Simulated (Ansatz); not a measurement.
# C: the cost of one run

Method: DFT PBE, scalar-relativistic, plane waves, PAW, in Ansatz 0.2.0.

3 further runs of the same task are left out: 3 set aside as unsound or not needed.

### 1 Starting point

Symmetry: R-3m, No. 166, trigonal system. Conventional cell: a = 2.902 Å, b = 2.902 Å, c = 10.425 Å, α = 90.00°, β = 90.00°, γ = 120.00°. Around C (site symmetry 3m) lie 1 C at 1.20 Å.

Structure file:

```cif
data_structure
_symmetry_space_group_name_H-M 'R-3m:H'
_symmetry_Int_Tables_number 166
_cell_length_a 2.9023
_cell_length_b 2.9023
_cell_length_c 10.4246
_cell_angle_alpha 90.000
_cell_angle_beta 90.000
_cell_angle_gamma 120.000
_cell_volume 76.05
loop_
_atom_site_label
_atom_site_type_symbol
_atom_site_symmetry_multiplicity
_atom_site_Wyckoff_symbol
_atom_site_fract_x
_atom_site_fract_y
_atom_site_fract_z
_atom_site_occupancy
C1 C 6 c 0.00000 0.00000 0.05770 1
```

This is candidate A: O type (R-3m, No. 166).

(A quick probe on a coarse mesh, which set the mesh and smearing, is not shown.)

### 3 Coarse relaxation (candidate A)

input.yaml

```yaml
crystal:
  lattice:
    - [1.4511496564, 0.8378216447, 3.4748703916]
    - [-1.4511496564, 0.8378216447, 3.4748703916]
    - [0.0, -1.6756432894, 3.4748703916]
  atoms:
    - { symbol: C, position: [0.0577, 0.0577, 0.0577] }
    - { symbol: C, position: [0.9423, 0.9423, 0.9423] }
basis:
  ecutwfc: 420
kpoints:
  mp_grid: { grid: [9, 9, 9] }
hamiltonian:
  xc: pbe
scf:
  occupations: { method: gaussian, width: 0.1 }
  lower_state_search: "off"
output:
  forces: true
  stress: true
  eigenvalues: true
relax:
  adjacent_minimum: "off"
  f_tol: 0.04
  max_steps: 70
  cell: { stress_tol: 0.4 }
```

What time and memory should one allow on 1 thread of an x86-64 CPU, shared host?

About 15 s, with a peak of 0.44 GiB.
